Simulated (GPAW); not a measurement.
# How the form of the self-energy moves the gap of GaN (P6_3mc)

How much does the gap of GaN (P6_3mc) depend on the approximation to the self-energy?

Main program and level: GPAW 26.7.0; PBE and many-body steps on it, plane waves.

Report form: the programs' logs are mostly left out.

The database entry behind the starting cell differs from later determinations by our own check (about 0.3 % short, ideal inner coordinate), so it need not match the best structure at ambient conditions.

## (1) Set-up

The structure is hexagonal, space group P6_3mc (No. 186). Conventional cell: a = 3.180 Å, b = 3.180 Å, c = 5.166 Å, α = 90.00°, β = 90.00°, γ = 120.00°. Ga has 4 N at 1.94 to 1.95 Å nearest. N has 4 Ga at 1.94 to 1.95 Å nearest. Farther neighbours and most contacts between anions are not listed.

As a file:

```cif
data_structure
_symmetry_space_group_name_H-M 'P6_3mc'
_symmetry_Int_Tables_number 186
_cell_length_a 3.1800
_cell_length_b 3.1800
_cell_length_c 5.1660
_cell_angle_alpha 90.000
_cell_angle_beta 90.000
_cell_angle_gamma 120.000
_cell_volume 45.24
loop_
_atom_site_label
_atom_site_type_symbol
_atom_site_symmetry_multiplicity
_atom_site_Wyckoff_symbol
_atom_site_fract_x
_atom_site_fract_y
_atom_site_fract_z
_atom_site_occupancy
Ga1 Ga 2 b 0.33333 0.66667 0.00000 1
N1 N 2 b 0.33333 0.66667 0.37500 1
```

The cell and positions come from the Crystallography Open Database and are kept as given unless a step says otherwise.

## (2) Empty states on the mesh, 3×3×4 mesh, 83 bands

This step: GPAW 26.7.0; DFT, PBE, plane waves, PAW.

The sums over transitions need many empty states on a uniform mesh; this step solves for them.

run.py

```python
import json
import numpy as np
from gpaw.mpi import world
from gpaw import GPAW

calc = GPAW('gs.gpw').fixed_density(kpts={'size': (3, 3, 4), 'gamma': True},
    nbands=96,
    convergence={'bands': 83},
    txt='nscf.txt')
calc.write('full.gpw', mode='all')
res = {}
kpts = calc.get_ibz_k_points()
res['kpts'] = kpts
res['eigenvalues'] = [calc.get_eigenvalues(kpt=k) for k in range(len(kpts))]
res['n_electrons'] = calc.get_number_of_electrons()

if world.rank == 0:
    with open('result.json', 'w') as f:
        json.dump(res, f, default=lambda x: x.tolist())
```

Command:

```bash
mpirun -n 4 gpaw python run.py
```

Run time: 13 s. Hardware: 4 MPI ranks of Arm Neoverse V1, shared host; peak memory 0.64 GiB.

This step gave:

```
gap                                                           : 2.050 eV
k of the valence top                                          : 0, 0, 0
k of the conduction bottom                                    : 0, 0, 0
least direct gap                                              : 2.050 eV
k points computed                                             : 10
lowest point of the top converged band, above the valence top : 68.0229 eV
```

On this mesh the gap is 2.050 eV.

## (3) G0W0, Godby-Needs plasmon pole

Now the one-shot GW correction: screening in the RPA, then the self-energy of the levels asked for.

This step: G0W0 on PBE, plane waves, PAW.

run.py

```python
import json
import numpy as np
from gpaw.mpi import world
from gpaw.response.g0w0 import G0W0

gw = G0W0('full.gpw',
    filename='gw',
    kpts=[0],
    bands=(6, 10),
    ecut=80,
    nbands=73,
    integrate_gamma='WS',
    ppa=True)
gw.calculate()
res = {mode: {k: v for k, v in r.items() if k != 'sigma_eskwn'}
       for mode, r in gw.all_results.items()}

if world.rank == 0:
    with open('result.json', 'w') as f:
        json.dump(res, f, default=lambda x: x.tolist())
```

Command:

```bash
mpirun -n 4 gpaw python run.py
```

Run time: 12 s. Hardware: 4 MPI ranks; peak memory 0.95 GiB.

Numbers from this step:

```yaml
g0w0_gap_on_the_points_computed: 3.372 eV
least_direct_g0w0_gap_on_the_computed_points: 3.372 eV
z_at_the_valence_top: 0.7867
z_at_the_conduction_bottom: 0.8174
starting_gap_on_the_mesh: 2.050 eV
k_of_the_valence_top: 0, 0, 0
k_of_the_conduction_bottom: 0, 0, 0
```

The gap on the mesh goes from 2.05 eV to 3.37 eV, a correction of +1.32 eV.

## (4) G0W0, full frequency, Hilbert transform

Changes to run.py since step 3:

```diff
@@ -12,3 +12,5 @@
     integrate_gamma='WS',
-    ppa=True)
+    frequencies={'type': 'nonlinear', 'domega0': 0.1, 'omega2': 15.0},
+    eta=0.1,
+    nblocksmax=True)
 gw.calculate()
```

Command:

```bash
mpirun -n 4 gpaw python run.py
```

Elapsed: 21 s, on 4 MPI ranks; peak memory 1 GiB.

Numbers from this step:

```yaml
g0w0_gap_on_the_points_computed: 3.394 eV
least_direct_g0w0_gap_on_the_computed_points: 3.394 eV
z_at_the_valence_top: 0.7688
z_at_the_conduction_bottom: 0.8072
starting_gap_on_the_mesh: 2.050 eV
k_of_the_valence_top: 0, 0, 0
k_of_the_conduction_bottom: 0, 0, 0
```

Against G0W0 in GPAW (3×3×4 mesh, 73 bands, screening to 80 eV, Godby-Needs plasmon pole), the gap moves by +0.023 eV.

## (5) G0W0, multipole

Changes to run.py since step 4:

```diff
@@ -12,5 +12,3 @@
     integrate_gamma='WS',
-    frequencies={'type': 'nonlinear', 'domega0': 0.1, 'omega2': 15.0},
-    eta=0.1,
-    nblocksmax=True)
+    mpa={'npoles': 4, 'wrange': [0, 40], 'varpi': 20.0, 'eta0': 0.01, 'eta_rest': 1.0, 'alpha': 1})
 gw.calculate()
```

Command:

```bash
mpirun -n 4 gpaw python run.py
```

Run time: 14 s. Hardware: 4 MPI ranks; peak memory 0.96 GiB.

This step gave:

| Property | Result |
| --- | --- |
| G0W0 gap on the points computed | 3.382 eV |
| least direct G0W0 gap on the computed points | 3.382 eV |
| starting gap on the mesh | 2.050 eV |
| k of the valence top | 0, 0, 0 |
| k of the conduction bottom | 0, 0, 0 |

Against G0W0 in GPAW (3×3×4 mesh, 73 bands, screening to 80 eV, Godby-Needs plasmon pole), the gap moves by +0.010 eV.

## (6) Side by side

Times are wall times on 4 MPI ranks of Arm Neoverse V1, shared host, good to a factor of about two.

| run | mesh | bands | screening cutoff (eV) | DFT gap (eV) | gap on the mesh (eV) | direct (eV) | time |
| --- | --- | --- | --- | --- | --- | --- | --- |
| G0W0, Godby-Needs plasmon pole | 3×3×4 | 73 | 80 | 2.050 | 3.372 | 3.372 | 12 s |
| G0W0, full frequency, Hilbert transform | 3×3×4 | 73 | 80 | 2.050 | 3.394 | 3.394 | 21 s |
| G0W0, multipole | 3×3×4 | 73 | 80 | 2.050 | 3.382 | 3.382 | 14 s |

## (7) What came out

```
G0W0, Godby-Needs plasmon pole          : 3.372 eV
G0W0, full frequency, Hilbert transform : 3.394 eV
G0W0, multipole                         : 3.382 eV
known limits                            : not at the basis limit; no spin-orbit coupling; coarse k mesh
```

In words: G0W0, full frequency, Hilbert transform: +0.023 eV against G0W0, Godby-Needs plasmon pole. G0W0, multipole: +0.010 eV against G0W0, Godby-Needs plasmon pole. Bands and cutoff are finite, so the gap is not at the basis limit. The miss can reach some tenths of an eV and take either sign; the mesh is an error of its own. These stock PAW sets were not made for GW; the filled d or f shell of Ga lies in the frozen core, which bears on start and correction. In the G0W0 runs levels were corrected at 1 k point alone, so a gap called «on the mesh» is the least over those, and an edge elsewhere would be missed. The 3×3×4 mesh is coarse for this cell, which bears on the long-range parts of exchange and screening. The many-body steps are scalar-relativistic: spin-orbit coupling is not in them.

[Paths, hosts, dates, memory and timing lines, banners, echoed tables and standing remarks are left out of the program output.]

[Logs are printed without paths, hosts, clocks, repeated set-up lines and the standing remarks that a program may print on its own settings, such as how far it seeks lower states.]

[Runs of the session that timed out or met a known fault of the program may be left out.]

[Hosts, paths, dates, database ids (printed as entryN), source tags and the programs' standing remarks are cut or masked in the printed files.]
